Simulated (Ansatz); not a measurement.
Born–Oppenheimer molecular dynamics of a periodic cell of 23 atoms, Mg7S16 (host MgS2, host structure C2/m, one Mg atom removed). It starts from an unrelaxed structure (largest force component 0.38 eV/Å).

Level of theory: Ansatz, DFT PBEsol, scalar-relativistic, plane waves, PAW. Settings: accuracy low, cutoff 420 eV, k mesh 1x1x1, fermi-dirac smearing 0.05 eV, no spin polarisation.

```json
{
 "ensemble": "NVE (velocity Verlet)",
 "time step": "2 fs",
 "steps asked": "200",
 "starting velocities drawn for": "1800 K",
 "seed": "781048"
}
```

Frames 2 fs apart, positions in Å, forces in eV/Å.

Velocities at 80.0 fs (Å/ps):

```
Mg -9.53 -2.57 6.71
S -6.07 -3.23 0.84
S -1.27 5.61 -1.64
Mg 3.41 0.32 -2.10
S 9.44 -7.55 -8.83
S -1.15 1.84 -3.13
S 2.43 4.96 -2.66
S 2.83 2.94 7.80
Mg -0.13 4.28 -0.21
S 4.41 2.95 -3.65
S -5.71 1.84 2.50
Mg -2.37 -2.07 9.17
S -4.25 -4.22 12.01
S -5.12 -8.21 -6.12
Mg -8.76 5.60 -0.40
S 5.12 1.08 -1.80
S -6.71 2.07 0.72
Mg 3.84 7.60 1.93
S 1.40 -1.86 6.46
S 7.24 -5.02 -2.39
Mg 6.79 1.10 -1.02
S 1.60 -2.11 -2.10
S 0.93 -1.90 -8.70
```

```xyz
23
Lattice="2.3536 3.9105 9.1265 2.3536 -3.9105 9.1265 6.8908 0.0000 0.0000" Properties=species:S:1:pos:R:3:forces:R:3 time_fs=80.0 energy_less_start_eV=2.604 T=886
Mg 2.259 -0.071 2.423 -0.13 0.47 0.04
S 4.523 -0.046 3.668 -0.40 0.40 0.52
S 7.084 -0.273 0.950 -1.09 0.52 0.00
Mg 3.882 1.920 6.979 0.23 0.47 0.21
S 6.433 1.929 7.894 -0.59 0.44 0.82
S 8.034 1.973 5.664 0.14 0.46 1.38
S 5.472 -2.121 7.995 1.04 0.01 1.50
S 8.266 -1.505 5.218 -0.01 -0.23 0.46
Mg 6.726 -0.293 6.841 -0.01 0.38 -0.16
S 2.819 -0.047 8.230 -0.18 -0.08 -1.42
S 4.349 -0.219 5.796 0.32 0.19 -0.88
Mg 4.326 0.146 11.843 1.77 -0.88 -0.65
S 6.899 -0.093 12.889 -0.81 0.08 -2.25
S 9.418 -0.134 10.190 -0.33 0.57 0.66
Mg 7.652 2.043 11.228 0.24 -0.35 0.11
S 3.012 1.906 12.461 -0.46 0.81 0.53
S 5.495 2.060 10.118 0.68 -1.20 -1.08
Mg 8.098 -1.899 11.111 -0.50 -0.94 0.54
S 3.360 -1.925 12.793 -0.16 -0.53 -1.19
S 5.699 -2.082 10.170 0.27 0.30 -0.90
Mg 9.750 0.432 15.759 -0.34 -0.49 0.39
S 5.114 0.051 17.162 -0.13 -0.11 0.08
S 6.966 0.281 14.813 0.45 -0.29 1.29
23
Lattice="2.3536 3.9105 9.1265 2.3536 -3.9105 9.1265 6.8908 0.0000 0.0000" Properties=species:S:1:pos:R:3:forces:R:3 time_fs=82.0 energy_less_start_eV=2.792 T=821
Mg 2.240 -0.076 2.436 -0.07 0.48 -0.01
S 4.511 -0.052 3.670 -0.40 0.45 0.54
S 7.081 -0.261 0.947 -1.13 0.46 0.02
Mg 3.889 1.921 6.975 0.25 0.49 0.26
S 6.451 1.914 7.877 -0.62 0.59 0.84
S 8.032 1.977 5.659 0.18 0.49 1.75
S 5.478 -2.111 7.990 1.05 -0.04 1.55
S 8.271 -1.499 5.234 -0.06 -0.29 0.25
Mg 6.726 -0.284 6.841 -0.01 0.27 -0.18
S 2.828 -0.041 8.222 -0.20 -0.12 -1.42
S 4.338 -0.216 5.800 0.34 0.15 -0.89
Mg 4.323 0.141 11.861 1.73 -0.90 -0.76
S 6.890 -0.101 12.912 -0.86 -0.09 -3.13
S 9.407 -0.150 10.178 -0.14 0.71 0.71
Mg 7.634 2.054 11.227 0.32 -0.36 0.07
S 3.022 1.909 12.457 -0.54 0.89 0.71
S 5.482 2.063 10.119 0.68 -1.23 -1.07
Mg 8.105 -1.885 11.115 -0.59 -1.06 0.54
S 3.363 -1.929 12.805 -0.22 -0.54 -1.55
S 5.713 -2.092 10.165 0.24 0.31 -0.89
Mg 9.763 0.434 15.758 -0.35 -0.47 0.42
S 5.117 0.047 17.158 -0.10 -0.07 0.08
S 6.969 0.277 14.797 0.49 -0.12 2.16
23
Lattice="2.3536 3.9105 9.1265 2.3536 -3.9105 9.1265 6.8908 0.0000 0.0000" Properties=species:S:1:pos:R:3:forces:R:3 time_fs=84.0 energy_less_start_eV=2.981 T=755
Mg 2.220 -0.080 2.450 0.00 0.47 -0.07
S 4.498 -0.058 3.673 -0.39 0.49 0.56
S 7.076 -0.249 0.944 -1.15 0.40 0.04
Mg 3.897 1.923 6.971 0.26 0.51 0.31
S 6.469 1.900 7.860 -0.65 0.75 0.86
S 8.030 1.981 5.655 0.22 0.51 2.05
S 5.485 -2.102 7.988 1.05 -0.09 1.58
S 8.277 -1.494 5.250 -0.11 -0.33 0.05
Mg 6.726 -0.274 6.840 -0.01 0.15 -0.20
S 2.836 -0.035 8.212 -0.23 -0.16 -1.35
S 4.327 -0.212 5.804 0.36 0.12 -0.88
Mg 4.322 0.135 11.877 1.66 -0.89 -0.86
S 6.880 -0.110 12.931 -0.91 -0.27 -3.98
S 9.397 -0.165 10.167 0.05 0.85 0.70
Mg 7.617 2.065 11.227 0.40 -0.37 0.03
S 3.031 1.912 12.455 -0.59 0.93 0.86
S 5.470 2.065 10.119 0.67 -1.25 -1.04
Mg 8.112 -1.872 11.120 -0.68 -1.18 0.54
S 3.365 -1.934 12.816 -0.27 -0.54 -1.85
S 5.729 -2.101 10.159 0.21 0.31 -0.86
Mg 9.776 0.435 15.757 -0.36 -0.45 0.44
S 5.120 0.042 17.154 -0.08 -0.02 0.08
S 6.971 0.273 14.783 0.55 0.06 3.01
23
Lattice="2.3536 3.9105 9.1265 2.3536 -3.9105 9.1265 6.8908 0.0000 0.0000" Properties=species:S:1:pos:R:3:forces:R:3 time_fs=86.0 energy_less_start_eV=3.142 T=699
Mg 2.201 -0.083 2.463 0.07 0.46 -0.13
S 4.484 -0.063 3.676 -0.39 0.53 0.55
S 7.070 -0.237 0.941 -1.16 0.34 0.07
Mg 3.905 1.926 6.968 0.28 0.53 0.35
S 6.486 1.887 7.845 -0.69 0.91 0.89
S 8.028 1.986 5.654 0.26 0.54 2.25
S 5.493 -2.092 7.987 1.04 -0.14 1.59
S 8.282 -1.489 5.267 -0.15 -0.37 -0.12
Mg 6.726 -0.265 6.839 -0.01 0.01 -0.23
S 2.845 -0.030 8.200 -0.27 -0.20 -1.24
S 4.316 -0.207 5.806 0.39 0.08 -0.86
Mg 4.324 0.127 11.893 1.58 -0.85 -0.94
S 6.869 -0.119 12.945 -0.95 -0.42 -4.68
S 9.386 -0.179 10.157 0.24 0.99 0.63
Mg 7.601 2.074 11.226 0.46 -0.38 0.00
S 3.040 1.917 12.454 -0.62 0.92 0.98
S 5.459 2.066 10.117 0.66 -1.25 -1.00
Mg 8.117 -1.861 11.127 -0.76 -1.28 0.55
S 3.367 -1.939 12.824 -0.32 -0.55 -2.06
S 5.744 -2.110 10.151 0.18 0.31 -0.82
Mg 9.788 0.436 15.756 -0.37 -0.43 0.46
S 5.123 0.038 17.150 -0.06 0.02 0.08
S 6.975 0.269 14.772 0.61 0.21 3.70
23
Lattice="2.3536 3.9105 9.1265 2.3536 -3.9105 9.1265 6.8908 0.0000 0.0000" Properties=species:S:1:pos:R:3:forces:R:3 time_fs=88.0 energy_less_start_eV=3.245 T=663
Mg 2.182 -0.086 2.476 0.14 0.45 -0.19
S 4.471 -0.067 3.680 -0.38 0.57 0.52
S 7.063 -0.224 0.938 -1.16 0.28 0.09
Mg 3.913 1.929 6.965 0.29 0.55 0.38
S 6.502 1.875 7.831 -0.72 1.07 0.92
S 8.027 1.992 5.656 0.29 0.55 2.33
S 5.502 -2.082 7.989 1.03 -0.18 1.57
S 8.288 -1.484 5.283 -0.19 -0.41 -0.27
Mg 6.725 -0.255 6.837 -0.01 -0.13 -0.27
S 2.853 -0.024 8.188 -0.31 -0.25 -1.09
S 4.307 -0.203 5.807 0.41 0.06 -0.83
Mg 4.329 0.118 11.906 1.48 -0.78 -1.00
S 6.857 -0.128 12.953 -0.98 -0.52 -5.09
S 9.376 -0.192 10.148 0.41 1.12 0.51
Mg 7.586 2.083 11.226 0.51 -0.39 -0.03
S 3.048 1.923 12.453 -0.63 0.87 1.07
S 5.448 2.064 10.114 0.64 -1.23 -0.95
Mg 8.121 -1.852 11.133 -0.83 -1.36 0.56
S 3.369 -1.945 12.829 -0.36 -0.55 -2.16
S 5.759 -2.119 10.143 0.14 0.30 -0.76
Mg 9.800 0.435 15.757 -0.39 -0.40 0.47
S 5.126 0.034 17.146 -0.05 0.06 0.09
S 6.979 0.265 14.766 0.65 0.31 4.11
23
Lattice="2.3536 3.9105 9.1265 2.3536 -3.9105 9.1265 6.8908 0.0000 0.0000" Properties=species:S:1:pos:R:3:forces:R:3 time_fs=90.0 energy_less_start_eV=3.270 T=654
Mg 2.163 -0.087 2.489 0.22 0.43 -0.26
S 4.456 -0.071 3.685 -0.38 0.59 0.48
S 7.054 -0.210 0.934 -1.15 0.22 0.12
Mg 3.922 1.933 6.963 0.31 0.56 0.39
S 6.517 1.864 7.818 -0.75 1.23 0.97
S 8.025 1.999 5.661 0.32 0.56 2.28
S 5.512 -2.073 7.992 1.00 -0.21 1.53
S 8.293 -1.480 5.298 -0.22 -0.44 -0.40
Mg 6.725 -0.246 6.835 0.00 -0.28 -0.32
S 2.860 -0.019 8.173 -0.36 -0.30 -0.91
S 4.297 -0.199 5.808 0.43 0.03 -0.77
Mg 4.336 0.108 11.918 1.36 -0.67 -1.03
S 6.844 -0.138 12.956 -0.96 -0.54 -5.11
S 9.366 -0.204 10.139 0.57 1.23 0.37
Mg 7.571 2.092 11.225 0.55 -0.41 -0.05
S 3.055 1.930 12.454 -0.62 0.78 1.14
S 5.438 2.062 10.110 0.62 -1.19 -0.90
Mg 8.124 -1.845 11.141 -0.88 -1.41 0.57
S 3.370 -1.952 12.832 -0.40 -0.54 -2.13
S 5.775 -2.127 10.133 0.11 0.29 -0.68
Mg 9.811 0.434 15.758 -0.40 -0.36 0.47
S 5.129 0.029 17.142 -0.04 0.11 0.10
S 6.984 0.262 14.765 0.67 0.33 4.13
23
Lattice="2.3536 3.9105 9.1265 2.3536 -3.9105 9.1265 6.8908 0.0000 0.0000" Properties=species:S:1:pos:R:3:forces:R:3 time_fs=92.0 energy_less_start_eV=3.218 T=672
Mg 2.144 -0.088 2.501 0.29 0.41 -0.32
S 4.442 -0.074 3.690 -0.37 0.61 0.42
S 7.044 -0.197 0.932 -1.12 0.16 0.14
Mg 3.931 1.939 6.962 0.33 0.57 0.40
S 6.532 1.855 7.806 -0.78 1.38 1.02
S 8.025 2.006 5.668 0.34 0.55 2.11
S 5.524 -2.064 7.997 0.96 -0.25 1.45
S 8.297 -1.477 5.314 -0.26 -0.46 -0.50
Mg 6.724 -0.237 6.833 0.00 -0.43 -0.36
S 2.867 -0.015 8.158 -0.40 -0.35 -0.71
S 4.288 -0.195 5.807 0.45 0.01 -0.71
Mg 4.345 0.097 11.929 1.23 -0.54 -1.05
S 6.829 -0.149 12.952 -0.91 -0.46 -4.74
S 9.357 -0.214 10.131 0.71 1.31 0.21
Mg 7.558 2.100 11.225 0.59 -0.42 -0.06
S 3.061 1.938 12.457 -0.59 0.65 1.18
S 5.429 2.058 10.105 0.60 -1.15 -0.85
Mg 8.125 -1.841 11.150 -0.91 -1.44 0.58
S 3.371 -1.959 12.833 -0.43 -0.53 -1.97
S 5.790 -2.135 10.123 0.07 0.28 -0.58
Mg 9.821 0.433 15.760 -0.42 -0.33 0.47
S 5.132 0.025 17.139 -0.03 0.15 0.13
S 6.989 0.259 14.769 0.65 0.27 3.77
23
Lattice="2.3536 3.9105 9.1265 2.3536 -3.9105 9.1265 6.8908 0.0000 0.0000" Properties=species:S:1:pos:R:3:forces:R:3 time_fs=94.0 energy_less_start_eV=3.107 T=710
Mg 2.126 -0.089 2.513 0.37 0.39 -0.39
S 4.426 -0.077 3.696 -0.36 0.62 0.34
S 7.033 -0.183 0.929 -1.09 0.10 0.16
Mg 3.941 1.945 6.961 0.34 0.57 0.39
S 6.545 1.847 7.796 -0.80 1.52 1.07
S 8.024 2.014 5.678 0.35 0.52 1.83
S 5.537 -2.055 8.004 0.91 -0.27 1.35
S 8.302 -1.474 5.329 -0.29 -0.48 -0.59
Mg 6.724 -0.229 6.830 0.01 -0.57 -0.41
S 2.874 -0.011 8.142 -0.45 -0.41 -0.52
S 4.280 -0.190 5.806 0.48 0.00 -0.62
Mg 4.356 0.084 11.938 1.08 -0.40 -1.06
S 6.813 -0.160 12.942 -0.79 -0.32 -4.07
S 9.349 -0.223 10.123 0.82 1.37 0.07
Mg 7.545 2.107 11.224 0.61 -0.43 -0.06
S 3.067 1.947 12.461 -0.56 0.50 1.20
S 5.421 2.053 10.098 0.57 -1.09 -0.80
Mg 8.125 -1.839 11.159 -0.91 -1.43 0.58
S 3.371 -1.967 12.831 -0.45 -0.50 -1.72
S 5.806 -2.143 10.112 0.04 0.26 -0.46
Mg 9.831 0.431 15.762 -0.43 -0.29 0.46
S 5.134 0.021 17.135 -0.03 0.20 0.16
S 6.996 0.256 14.778 0.58 0.14 3.11
23
Lattice="2.3536 3.9105 9.1265 2.3536 -3.9105 9.1265 6.8908 0.0000 0.0000" Properties=species:S:1:pos:R:3:forces:R:3 time_fs=96.0 energy_less_start_eV=2.969 T=758
Mg 2.109 -0.089 2.525 0.44 0.36 -0.46
S 4.411 -0.078 3.702 -0.35 0.62 0.23
S 7.020 -0.169 0.926 -1.04 0.05 0.18
Mg 3.951 1.952 6.961 0.36 0.56 0.37
S 6.558 1.841 7.787 -0.82 1.63 1.12
S 8.025 2.022 5.690 0.35 0.48 1.48
S 5.551 -2.046 8.012 0.85 -0.29 1.20
S 8.306 -1.471 5.343 -0.31 -0.49 -0.66
Mg 6.724 -0.222 6.826 0.01 -0.69 -0.46
S 2.880 -0.007 8.125 -0.49 -0.46 -0.33
S 4.272 -0.186 5.803 0.50 -0.01 -0.53
Mg 4.369 0.071 11.945 0.92 -0.26 -1.06
S 6.797 -0.171 12.928 -0.63 -0.13 -3.21
S 9.342 -0.230 10.115 0.90 1.40 -0.07
Mg 7.533 2.114 11.223 0.63 -0.45 -0.06
S 3.072 1.956 12.466 -0.52 0.32 1.20
S 5.413 2.046 10.091 0.54 -1.03 -0.75
Mg 8.123 -1.839 11.170 -0.89 -1.39 0.57
S 3.371 -1.976 12.827 -0.47 -0.45 -1.39
S 5.822 -2.151 10.101 0.00 0.24 -0.30
Mg 9.840 0.428 15.766 -0.45 -0.24 0.44
S 5.137 0.017 17.132 -0.03 0.25 0.20
S 7.003 0.253 14.790 0.49 -0.03 2.27
```

Of the whole run (400 fs, mean temperature of the second half 932 K): The conserved energy stayed within 0.5 meV per atom of its start (net change 0.29 meV per atom), so the integration is sound. The temperature averaged 0.52 of the 1800 K drawn at the start: a run that starts near a minimum puts about half its kinetic energy into the potential. A run of 0.4 ps of so small a system gives no equilibrium averages. Limits of this set-up: coarse k mesh, low accuracy level.

The run took 8.7 min on 1 thread of Intel(R) Xeon(R) 6975P-C (Granite Rapids) (shared host), peak memory 0.72 GiB.
